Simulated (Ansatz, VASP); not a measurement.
# C: VASP beside Ansatz

One calculation is typed for both programs; each brings its own data sets. How far apart do they land? The cell is taken from a series of runs on this material, whose earlier steps may have relaxed, scaled, displaced or heated it; both programs get it as it stands.

Method: plane waves, with VASP 6.6.1 beside it; PBE with D3(BJ), in Ansatz 0.2.0.

## 1. Set-up

The cell holds 38 atoms: 38 C. Its edges and angles: a = 10.723 Å, b = 10.723 Å, c = 17.430 Å, α = 90.0°, β = 90.0°, γ = 120.0°. It derives from C (graphene). Vacuum lies along c.

## 2. VASP: single point, PBE with D3(BJ), pair 1

A single point takes one fixed geometry, so differences don't come from the geometry; what else differs is listed under the comparison.

Lines of VASP's logs that name or quote its potential files are left out, and so is its time.

INCAR

```
SYSTEM = C
PREC = Accurate
ENCUT = 520
EDIFF = 1E-06
NELM = 120
ISMEAR = -1
SIGMA = 0.05
LREAL = Auto
ALGO = Normal
GGA = PE
IVDW = 12
NBANDS = 104
LORBIT = 11
LWAVE = .FALSE.
LCHARG = .FALSE.
ISIF = 2
LASPH = .TRUE.
GGA_COMPAT = .FALSE.
KPAR = 2
```

POSCAR

```
C
1.0
   10.7229000000      0.0000000000      0.0000000000
   -5.3614500000      9.2863000000      0.0000000000
    0.0000000000      0.0000000000     17.4300000000
C
38
Direct
    0.1754500000      0.7719400000      0.4024700000
    0.1929833333      0.6491266667      0.4025400000
    0.2807033333      0.0350966667      0.4024300000
    0.2982500000      0.9122900000      0.4024900000
    0.1228000000      0.1403500000      0.4023600000
    0.1403500000      0.0175500000      0.4023600000
    0.2280600000      0.4035100000      0.4024700000
    0.2456066667      0.2807033333      0.4024300000
    0.3333333333      0.6666666667      0.4025200000
    0.3508733333      0.5438566667      0.4025400000
    0.4385966667      0.9298233333      0.4025100000
    0.4561433333      0.8070166667      0.4025400000
    0.3859600000      0.2982500000      0.4024900000
    0.4035100000      0.1754500000      0.4024700000
    0.4912266667      0.5614033333      0.4025100000
    0.5087733333      0.4385966667      0.4025100000
    0.5964900000      0.8245500000      0.4024700000
    0.6140400000      0.7017500000      0.4024900000
    0.7017500000      0.0877100000      0.4024900000
    0.7192966667      0.9649033333      0.4024300000
    0.5438566667      0.1929833333      0.4025400000
    0.5614033333      0.0701766667      0.4025100000
    0.6491266667      0.4561433333      0.4025400000
    0.6666666667      0.3333333333      0.4025200000
    0.7543933333      0.7192966667      0.4024300000
    0.7719400000      0.5964900000      0.4024700000
    0.8596500000      0.9824500000      0.4023600000
    0.8772000000      0.8596500000      0.4023600000
    0.8070166667      0.3508733333      0.4025400000
    0.8245500000      0.2280600000      0.4024700000
    0.9122900000      0.6140400000      0.4024900000
    0.9298233333      0.4912266667      0.4025100000
    0.0175500000      0.8772000000      0.4023600000
    0.0350966667      0.7543933333      0.4024300000
    0.9649033333      0.2456066667      0.4024300000
    0.9824500000      0.1228000000      0.4023600000
    0.0701766667      0.5087733333      0.4025100000
    0.0877100000      0.3859600000      0.4024900000
```

KPOINTS

```
Automatic mesh
0
Gamma
3 3 1
0 0 0
```

PAW data sets: C (PBE family, release 64).

The run is started by

```bash
$ mpirun -np 8 vasp_std
```

Numbers of over 12 decimals in the logs are rounded to 6 here.

The log of the run:

```text
[banner, memory and clock lines left out]
running    8 mpi-ranks, on    1 nodes
[...]
|                                                                             |
|           W    W    AA    RRRRR   N    N  II  N    N   GGGG   !!!           |
|           W    W   A  A   R    R  NN   N  II  NN   N  G    G  !!!           |
|           W    W  A    A  R    R  N N  N  II  N N  N  G       !!!           |
|           W WW W  AAAAAA  RRRRR   N  N N  II  N  N N  G  GGG   !            |
|           WW  WW  A    A  R   R   N   NN  II  N   NN  G    G                |
|           W    W  A    A  R    R  N    N  II  N    N   GGGG   !!!           |
|                                                                             |
|     For optimal performance we recommend to set                             |
|       NCORE = 2 up to number-of-cores-per-socket                            |
|     NCORE specifies how many cores store one orbital (NPAR=cpu/NCORE).      |
|     This setting can greatly improve the performance of VASP for DFT.       |
|     The default, NCORE=1 might be grossly inefficient on modern             |
|     multi-core architectures or massively parallel machines. Do your        |
|     Unfortunately you need to use the default for GW and RPA                |
|     calculations (for HF NCORE is supported but not extensively tested      |
|     yet).                                                                   |
|                                                                             |

 LDA part: xc-table for (Slater+PW92), standard interpolation
 POSCAR, INCAR and KPOINTS ok, starting setup
[...]
entering main loop
       N       E                     dE             d eps       ncg     rms          rms(c)
DAV:   1     0.137850192985E+04    0.13785E+04   -0.56830E+04   688   0.109E+03
DAV:   2    -0.105410135325E+03   -0.14839E+04   -0.14073E+04   944   0.261E+02
DAV:   3    -0.365885803415E+03   -0.26048E+03   -0.25960E+03   784   0.116E+02
DAV:   4    -0.374953900413E+03   -0.90681E+01   -0.90325E+01   752   0.275E+01
[...]
DAV:  20    -0.350488202084E+03   -0.96605E-05   -0.15363E-07   416   0.768E-04    0.137E-04
DAV:  21    -0.350488203108E+03   -0.10242E-05   -0.30648E-09   448   0.405E-04    0.728E-05
DAV:  22    -0.350488203473E+03   -0.36447E-06    0.21952E-08   400   0.249E-04
   1 F= -.35386032E+03 E0= -.35384492E+03  d E =-.308065E-01
```

Parts of OUTCAR (step 2):

```text
 Edisp (eV)   -3.37212

  Total       7.81901     7.81900    -0.24418     0.00000     0.00000     0.00000
  in kB       7.21788     7.21788    -0.22541     0.00000     0.00000     0.00000
  external pressure =        4.74 kB  Pullay stress =        0.00 kB

 POSITION                                       TOTAL-FORCE (eV/Angst)
 -----------------------------------------------------------------------------------
     -2.25738      7.16847      7.01505         0.000031     -0.006860      0.002542
     -1.41092      6.02798      7.01627         0.006585     -0.002856     -0.000947
      2.82178      0.32592      7.01435        -0.002822     -0.005630      0.002267
     -1.69309      8.47180      7.01540        -0.004706      0.000898     -0.011286
      0.56429      1.30333      7.01313        -0.006410      0.006621     -0.001310
      1.41087      0.16297      7.01313         0.002529      0.008861     -0.001310
      0.28207      3.74711      7.01505         0.005926      0.003457      0.002542
      1.12864      2.60670      7.01435         0.003464     -0.005259      0.002267
     -0.00000      6.19087      7.01592         0.000000     -0.000000      0.015966
      0.84652      5.05042      7.01627        -0.000819      0.007131     -0.000947
     -0.28217      8.63462      7.01575        -0.000081      0.009184      0.003413
      0.56440      7.49420      7.01627        -0.005766     -0.004275     -0.000947
      2.53956      2.76964      7.01540        -0.003131     -0.003627     -0.011286
      3.38613      1.62928      7.01505         0.005956     -0.003403      0.002542
[...]
-----------------------------------------------------------------------------------
    total drift:                                0.000000      0.000000     -0.078018

  FREE ENERGIE OF THE ION-ELECTRON SYSTEM (eV)
  ---------------------------------------------------
  free  energy   TOTEN  =      -353.8603203605 eV

  energy  without entropy=     -353.8295138162  energy(sigma->0) =     -353.84491709

[... 3 further parts left out ...]
[key lines of the parts left out:]
E-fermi :  -2.4955
```

Dispersion corrections of this kind ignore metallic screening and tend to overbind metals.

## 3. Ansatz: single point, PBE with D3(BJ), pair 1

Ansatz runs on its default PAW (the set named soft_2) files.

The same cell, functional, mesh and smearing now go to Ansatz, which takes its cutoff from its data sets.

input.yaml

```yaml
crystal:
  lattice:
    - [10.7229, 0.0, 0.0]
    - [-5.36145, 9.2863, 0.0]
    - [0.0, 0.0, 17.43]
  atoms:
    - { symbol: C, position: [0.17545, 0.77194, 0.40247] }
    - { symbol: C, position: [0.19298, 0.64913, 0.40254] }
    - { symbol: C, position: [0.2807, 0.0351, 0.40243] }
    - { symbol: C, position: [0.29825, 0.91229, 0.40249] }
    - { symbol: C, position: [0.1228, 0.14035, 0.40236] }
    - { symbol: C, position: [0.14035, 0.01755, 0.40236] }
    - { symbol: C, position: [0.22806, 0.40351, 0.40247] }
    - { symbol: C, position: [0.24561, 0.2807, 0.40243] }
    - { symbol: C, position: [0.33333, 0.66667, 0.40252] }
    - { symbol: C, position: [0.35087, 0.54386, 0.40254] }
    - { symbol: C, position: [0.4386, 0.92982, 0.40251] }
    - { symbol: C, position: [0.45614, 0.80702, 0.40254] }
    - { symbol: C, position: [0.38596, 0.29825, 0.40249] }
    - { symbol: C, position: [0.40351, 0.17545, 0.40247] }
    - { symbol: C, position: [0.49123, 0.5614, 0.40251] }
    - { symbol: C, position: [0.50877, 0.4386, 0.40251] }
    - { symbol: C, position: [0.59649, 0.82455, 0.40247] }
    - { symbol: C, position: [0.61404, 0.70175, 0.40249] }
    - { symbol: C, position: [0.70175, 0.08771, 0.40249] }
    - { symbol: C, position: [0.7193, 0.9649, 0.40243] }
    - { symbol: C, position: [0.54386, 0.19298, 0.40254] }
    - { symbol: C, position: [0.5614, 0.07018, 0.40251] }
    - { symbol: C, position: [0.64913, 0.45614, 0.40254] }
    - { symbol: C, position: [0.66667, 0.33333, 0.40252] }
    - { symbol: C, position: [0.75439, 0.7193, 0.40243] }
    - { symbol: C, position: [0.77194, 0.59649, 0.40247] }
    - { symbol: C, position: [0.85965, 0.98245, 0.40236] }
    - { symbol: C, position: [0.8772, 0.85965, 0.40236] }
    - { symbol: C, position: [0.80702, 0.35087, 0.40254] }
    - { symbol: C, position: [0.82455, 0.22806, 0.40247] }
    - { symbol: C, position: [0.91229, 0.61404, 0.40249] }
    - { symbol: C, position: [0.92982, 0.49123, 0.40251] }
    - { symbol: C, position: [0.01755, 0.8772, 0.40236] }
    - { symbol: C, position: [0.0351, 0.75439, 0.40243] }
    - { symbol: C, position: [0.9649, 0.24561, 0.40243] }
    - { symbol: C, position: [0.98245, 0.1228, 0.40236] }
    - { symbol: C, position: [0.07018, 0.50877, 0.40251] }
    - { symbol: C, position: [0.08771, 0.38596, 0.40249] }
kpoints:
  mp_grid: { grid: [3, 3, 1] }
hamiltonian:
  xc: pbe
  dispersion: d3bj
scf:
  occupations: { method: fermi_dirac, width: 0.05 }
output:
  forces: true
  eigenvalues: true
  write_density: true
  write_potential: true
  volumetric_format: npy
```

The run is started by

```bash
$ ansatz run input.yaml --threads 4 --pin off --max-ram 15872MiB --backend cpu --events-out ev --progress --plain --runs-dir out
```

The log of the run:

```text
Warning: the atoms were moved onto the symmetric positions of the space group found under crystal.symmetry.tolerance 1.0e-5 (fractional; no operation is sought that the atoms, as they stand in a round, miss by more than twice it, and no atom is moved by as much as it), and the run uses the moved positions. Before a round's move an operation carried an atom to 1.07e-4 Å from where it should land, the largest such dist [...]
Engine: ansatz 0.2.0, aarch64-unknown-linux-gnu
Pseudopotentials: kind: paw
Pseudopotential: C, paw, valence charge 4, recommended cutoff 420 eV (normal), C.paw.azcp
Functional definition: PBE
  parameter kappa = 0.804
  parameter beta = 0.066725
  exchange = pbe_x(kappa = kappa, mu = beta*pi^2/3)
  correlation = pbe_c(beta = beta)
Crystal: 38 atoms, lattice volume = 1735.611 Å³
Basis set: ecut = 420 eV, 33809 PW (Γ), exchange–correlation on 144×144×240 points (8 copies of the dense FFT grid, shifted against one another)
Bands: 114, of which v1, the nominal top of the filled ones, is band 76 counted from 1 (75 counted from 0)
Symmetry: 6 space group operations
Space group: P6 (ITA 168), of the structure as read, at distance tolerance 1.2e-4 Å
k-points: 3 of 9
Non-local potential: C, projectors of the file, l = 0: 2, l = 1: 2, l = 2: 1
PAW form: soft (Blöchl's): semilocal exchange-correlation on the pseudo side does not see the compensation charge
PAW one-centre angular grid: C, 110 points (default); XC on 64 Gauss nodes
Initial density: superposition of atomic densities (neutral atoms: chi_scale 0, normalization atom), corrected by the library's trained network
Initial wavefunctions: pseudopotential atomic-orbital guess
Functional: x = pbe(κ = 0.804, μ = 0.219515), c = pbe(β = 0.066725)
SCF iter   1: F=—  HF=-9539.092162 eV  |F-HF|=—  |Δ(HF+E_count)|=         —  Δρ=1.83e-3  dr2=5.15e-2  ethr=1.77e-3  ⟨swp⟩=14.7  Hψ=2462  notcnv=0  defer=63
preconditioner: auto → LDOS  [metal: Δε(μ)=0.000 eV  Ē_g=14.030 eV  σ=0.050 eV  W_gap=0.00  n_scr=160 (ndim 8)  ℏωp=11.0 eV  f_vac=0.761  D(μ)=4.44/eV (n_scr^D=8)  β→1.0]
SCF iter   2: F=—  HF=-9539.089891 eV  |F-HF|=—  |Δ(HF+E_count)|=   2.27e-3  Δρ=4.27e-4  dr2=2.98e-3  ethr=3.39e-5  ⟨swp⟩=2.3  Hψ=648  notcnv=0  defer=91
SCF iter   3: F=—  HF=-9539.089804 eV  |F-HF|=—  |Δ(HF+E_count)|=   8.65e-5  Δρ=5.06e-5  dr2=4.15e-5  ethr=1.96e-6  ⟨swp⟩=2.0  Hψ=490  notcnv=0  defer=91
SCF iter   4: F=—  HF=-9539.090200 eV  |F-HF|=—  |Δ(HF+E_count)|=   3.95e-4  Δρ=5.54e-6  dr2=7.23e-7  ethr=2.73e-8  ⟨swp⟩=2.7  Hψ=622  notcnv=0  defer=91
SCF iter   5: F=—  HF=-9539.090203 eV  |F-HF|=—  |Δ(HF+E_count)|=   3.24e-6  Δρ=2.35e-6  dr2=2.11e-7  ethr=4.76e-10  ⟨swp⟩=2.7  Hψ=580  notcnv=0  defer=91
SCF iter   6: F=-9539.090204 eV  HF=-9539.090204 eV  |F-HF|=1.08e-7  |Δ(HF+E_count)|=   7.50e-7  Δρ=4.86e-7  dr2=5.23e-9  ethr=6.58e-11  ⟨swp⟩=35.0  Hψ=3799  notcnv=0
SCF 1 converged in 6 iterations: F = -9539.090204 eV  dr2 = 5.23e-9
  greatest PAW one-centre occupation: 0.674 electrons in one spin orbital (limit 2), on the C atom at site 35 (counted from 0), in its partial waves of l = 0
SCF converged after 6 iterations
Free energy (F): -9539.090204 eV
Harris-Foulkes:  -9539.090204 eV  (|F-HF|=1.08e-7)
Internal energy: -9539.059397 eV  (E = F + TS)
E sigma→0 (E₀):  -9539.074801 eV
Entropy (-TS):   -0.030807 eV (-0.811 meV/atom)
Fermi energy:    -2.050384 eV
--- Per-component energies (eV) ---
  E_band       = -1706.613738
  E_kinetic    = 3459.463825
  E_local      = -53679.822782  (includes V_loc(G=0)·N_el)
  E_nonlocal   = 1039.007637
  E_hartree    = 24996.554140
  E_xc         = -1824.746442
  E_vxc        = -2259.009948  (∫ρ·V_xc dr)
  E_paw        = -3775.747567  (= ΣΔE_a)
  E_vpaw       = -259.361669  (= ΣTr[D̂ρ^β])
  E_aug_tail   = 0.000294  (compensation charges beyond the density's cutoff)
  E_ewald      = 20249.603780
  E_disp       = -3.372284  (pairwise vdW)
  E_smearing   = -0.030807  (= −TS)
  E_closure    = 0.000000  (closes the sum)
  Σ components = -9539.090204   (vs F -9539.090204, Δ=0.00e0)
--- Forces (eV/Å), atoms counted from 1 ---
  atom   1  C     -0.00273294    -0.00187281     0.00520054
  atom   2  C      0.00138213    -0.00037433    -0.00837436
  atom   3  C      0.00025079    -0.00003436     0.00083088
  atom   4  C      0.00085480    -0.00031613    -0.00511902
  atom   5  C      0.00128930     0.00165747     0.00113338
  atom   6  C      0.00208006    -0.00028783     0.00113338
  atom   7  C      0.00298838    -0.00143039     0.00520054
  atom   8  C      0.00015515     0.00020001     0.00083088
  atom   9  C      0.00000000    -0.00000000     0.00936410
  atom  10  C     -0.00036689     0.00138412    -0.00837436
  atom  11  C      0.00053789     0.00176104     0.00333677
  atom  12  C     -0.00101524    -0.00100979    -0.00837436
  atom  13  C      0.00070117     0.00058222    -0.00511902
  atom  14  C      0.00025543    -0.00330320     0.00520054
  atom  15  C      0.00125616    -0.00134635     0.00333677
  atom  16  C     -0.00125616     0.00134635     0.00333677
  atom  17  C     -0.00025543     0.00330320     0.00520054
  atom  18  C     -0.00070117    -0.00058222    -0.00511902
  atom  19  C     -0.00085480     0.00031613    -0.00511902
  atom  20  C     -0.00025079     0.00003436     0.00083088
  atom  21  C      0.00101524     0.00100979    -0.00837436
  atom  22  C     -0.00053789    -0.00176104     0.00333677
  atom  23  C      0.00036689    -0.00138412    -0.00837436
  atom  24  C     -0.00000000     0.00000000     0.00936410
[...]
atom  31  C      0.00015363    -0.00089834    -0.00511902
  atom  32  C      0.00179405     0.00041469     0.00333677
  atom  33  C      0.00079076    -0.00194530     0.00113338
  atom  34  C      0.00009564    -0.00023437     0.00083088
  atom  35  C     -0.00009564     0.00023437     0.00083088
  atom  36  C     -0.00079076     0.00194530     0.00113338
  atom  37  C     -0.00179405    -0.00041469     0.00333677
  atom  38  C     -0.00015363     0.00089834    -0.00511902
  max |Σ_I F_I| component: 7.77e-4 eV/Å
--- Band table (eV) ---
  k-point 0: bands = [... 72 lower, -4.3336, -4.3336, -4.3335, -4.3335, 0.1709, 0.1709, 0.1710, 0.1710, ... 34 higher]
  k-point 1: bands = [... 72 lower, -4.4726, -3.9384, -3.4388, -3.1431, -1.0418, -0.6788, -0.5001, -0.1380, ... 34 higher]
  k-point 2: bands = [... 72 lower, -4.0552, -4.0552, -4.0551, -2.0504, -2.0504, -0.2612, -0.2610, -0.2610, ... 34 higher]
```

## 4. Differences

Known differences besides the potentials themselves: the cutoff is 420 eV in Ansatz and 520 eV in VASP (PREC = Accurate, projectors in real space). Total energies have different zeros and are not compared.

The largest component of a force difference here is 9 meV/Å. Where the cell holds vacuum, a pressure given here is an average over it and none of the material.

## 5. Ansatz: single point, PBE with D3(BJ), pair 2

A single point takes one fixed geometry, so differences don't come from the geometry; what else differs is listed under the comparison.

The cell is taken from a series of runs on this material, whose earlier steps may have relaxed, scaled, displaced or heated it; both programs get it as it stands.

input.yaml

```yaml
crystal:
  lattice:
    - [10.7229, 0.0, 0.0]
    - [-5.36145, 9.2863, 0.0]
    - [0.0, 0.0, 17.43]
  atoms:
    - { symbol: C, position: [0.75439, 0.0351, 0.59757] }
    - { symbol: C, position: [0.77194, 0.17545, 0.59753] }
    - { symbol: C, position: [0.80702, 0.45614, 0.59746] }
    - { symbol: C, position: [0.82455, 0.59649, 0.59753] }
    - { symbol: C, position: [0.64913, 0.19298, 0.59746] }
    - { symbol: C, position: [0.66667, 0.33333, 0.59748] }
    - { symbol: C, position: [0.49123, 0.92982, 0.59749] }
    - { symbol: C, position: [0.50877, 0.07018, 0.59749] }
    - { symbol: C, position: [0.70175, 0.61404, 0.59751] }
    - { symbol: C, position: [0.7193, 0.75439, 0.59757] }
    - { symbol: C, position: [0.54386, 0.35087, 0.59746] }
    - { symbol: C, position: [0.5614, 0.49123, 0.59749] }
    - { symbol: C, position: [0.38596, 0.08771, 0.59751] }
    - { symbol: C, position: [0.40351, 0.22806, 0.59753] }
    - { symbol: C, position: [0.59649, 0.77194, 0.59753] }
    - { symbol: C, position: [0.61404, 0.91229, 0.59751] }
    - { symbol: C, position: [0.4386, 0.50877, 0.59749] }
    - { symbol: C, position: [0.45614, 0.64913, 0.59746] }
    - { symbol: C, position: [0.2807, 0.24561, 0.59757] }
    - { symbol: C, position: [0.29825, 0.38596, 0.59751] }
    - { symbol: C, position: [0.1228, 0.98245, 0.59764] }
    - { symbol: C, position: [0.14035, 0.1228, 0.59764] }
    - { symbol: C, position: [0.33333, 0.66667, 0.59748] }
    - { symbol: C, position: [0.35087, 0.80702, 0.59746] }
    - { symbol: C, position: [0.17545, 0.40351, 0.59753] }
    - { symbol: C, position: [0.19298, 0.54386, 0.59746] }
    - { symbol: C, position: [0.01755, 0.14035, 0.59764] }
    - { symbol: C, position: [0.0351, 0.2807, 0.59757] }
    - { symbol: C, position: [0.85965, 0.8772, 0.59764] }
    - { symbol: C, position: [0.8772, 0.01755, 0.59764] }
    - { symbol: C, position: [0.22806, 0.82455, 0.59753] }
    - { symbol: C, position: [0.24561, 0.9649, 0.59757] }
    - { symbol: C, position: [0.07018, 0.5614, 0.59749] }
    - { symbol: C, position: [0.08771, 0.70175, 0.59751] }
    - { symbol: C, position: [0.91229, 0.29825, 0.59751] }
    - { symbol: C, position: [0.92982, 0.4386, 0.59749] }
    - { symbol: C, position: [0.9649, 0.7193, 0.59757] }
    - { symbol: C, position: [0.98245, 0.85965, 0.59764] }
kpoints:
  mp_grid: { grid: [3, 3, 1] }
hamiltonian:
  xc: pbe
  dispersion: d3bj
scf:
  occupations: { method: fermi_dirac, width: 0.05 }
output:
  forces: true
  eigenvalues: true
  write_density: true
  write_potential: true
  volumetric_format: npy
```

The log of the run:

```text
[...]
Crystal: 38 atoms, lattice volume = 1735.611 Å³
Basis set: ecut = 420 eV, 33809 PW (Γ), exchange–correlation on 144×144×240 points (8 copies of the dense FFT grid, shifted against one another)
Bands: 114, of which v1, the nominal top of the filled ones, is band 76 counted from 1 (75 counted from 0)
Symmetry: 6 space group operations
[...]
k-points: 3 of 9
[...]
atom  37  C      0.00015546    -0.00019994    -0.00083093
  atom  38  C      0.00128954    -0.00165802    -0.00113383
  max |Σ_I F_I| component: 7.74e-4 eV/Å
--- Band table (eV) ---
  k-point 0: bands = [... 72 lower, -4.3336, -4.3336, -4.3335, -4.3335, 0.1709, 0.1709, 0.1710, 0.1710, ... 34 higher]
  k-point 1: bands = [... 72 lower, -4.4726, -3.9384, -3.4388, -3.1431, -1.0418, -0.6788, -0.5001, -0.1380, ... 34 higher]
  k-point 2: bands = [... 72 lower, -4.0552, -4.0552, -4.0551, -2.0504, -2.0504, -0.2612, -0.2610, -0.2610, ... 34 higher]
[key lines of the parts left out:]
SCF converged after 6 iterations
Free energy (F): -9539.090204 eV
Fermi energy:    -2.050384 eV
```

(Part 1 of 2 ends here.)

[Lines on the potential files, build, host, timing and source positions are cut from VASP's logs without a mark.]

[Logs are printed without paths, hosts, clocks, repeated set-up lines and the standing remarks that a program may print on its own settings, such as how far it seeks lower states.]

[Hosts, paths, dates, database ids (printed as entryN), source tags and the programs' standing remarks are cut or masked in the printed files.]
